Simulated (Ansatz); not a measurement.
## GaSb: band structure with PBEsol

**Experimental background.**

A printed reference work, data compilation reports, for a bulk crystal of GaSb at 4.2 K: band gap 0.811 eV (direct).

The system is GaSb.

```
Sb Ga
1.0
     0.00000    3.05900    3.05900
     3.05900    0.00000    3.05900
     3.05900    3.05900    0.00000
Sb Ga
1 1
Direct
  0.75000 0.75000 0.75000
  0.00000 0.00000 0.00000
```

| Quantity | Value |
| --- | --- |
| Program | Ansatz 0.2.0 |
| Task | band structure |
| Functional | PBEsol |
| Potentials or basis | Ansatz PAW |
| Cutoff | 420 eV (not typed: the program's choice for these potentials) |
| k mesh | 8 × 8 × 8 |
| Occupations | fermi-dirac, width 0.05 eV |
| Spin | no spin polarisation |
| Path | [["G", "X", "W", "K", "G", "L", "U", "W", "L", "K"], ["U", "X"]] |
| Points for each segment of the path | 14 |

- Pressure: -0.2 GPa
- Band gap on the k mesh: none (metal or under the smearing width)

Levels at the corners of the path, in eV from the Fermi level:
| point | band 11 | band 12 | band 13 | band 14 | band 15 | band 16 | band 17 | band 18 |
| --- | --- | --- | --- | --- | --- | --- | --- | --- |
| Γ | -11.56 | -0.07 | -0.05 | -0.05 | -0.05 | 2.72 | 2.72 | 2.72 |
| X | -9.11 | -6.86 | -2.63 | -2.63 | 0.80 | 1.12 | 8.64 | 8.64 |
| W | -9.06 | -6.73 | -3.42 | -3.20 | 3.61 | 4.20 | 4.32 | 4.65 |
| K | -9.17 | -6.68 | -3.69 | -2.25 | 1.29 | 3.78 | 6.52 | 6.76 |
| Γ | -11.56 | -0.07 | -0.05 | -0.05 | -0.05 | 2.72 | 2.72 | 2.72 |
| L | -9.93 | -6.43 | -1.21 | -1.21 | 0.30 | 3.68 | 3.68 | 6.28 |
| U | -9.17 | -6.68 | -3.69 | -2.25 | 1.29 | 3.78 | 6.52 | 6.76 |
| W | -9.06 | -6.73 | -3.42 | -3.20 | 3.61 | 4.20 | 4.32 | 4.65 |
| L | -9.93 | -6.43 | -1.21 | -1.21 | 0.30 | 3.68 | 3.68 | 6.28 |
| K | -9.17 | -6.68 | -3.69 | -2.25 | 1.29 | 3.78 | 6.52 | 6.76 |
| U | -9.17 | -6.68 | -3.69 | -2.25 | 1.29 | 3.78 | 6.52 | 6.76 |
| X | -9.11 | -6.86 | -2.63 | -2.63 | 0.80 | 1.12 | 8.64 | 8.64 |

It took 6.7 s on 2 threads of Intel(R) Xeon(R) Processor @ 2.70GHz, on a shared host, peak memory 0.39 GiB.

Measured gap of GaSb: 0.811 eV (direct; 4.2 K; a printed reference work, data compilation). This calculation gives 0.00 eV (-0.81 eV). Spin-orbit coupling on Ga, Sb is left out. The value is that of PBEsol on a finite k mesh, which can miss the band edges, without temperature or zero-point motion. Semilocal functionals fall short of measured gaps as a rule.

Caveat: spin-orbit coupling is left out, which moves the levels of the heavy elements; the PAW data sets come from PBE, with cores solved anew for the run's functional, which leaves a small shift of forces and pressure; this crystal is a semiconductor, whose small gap the functional closes, so the metal is an error of the method.
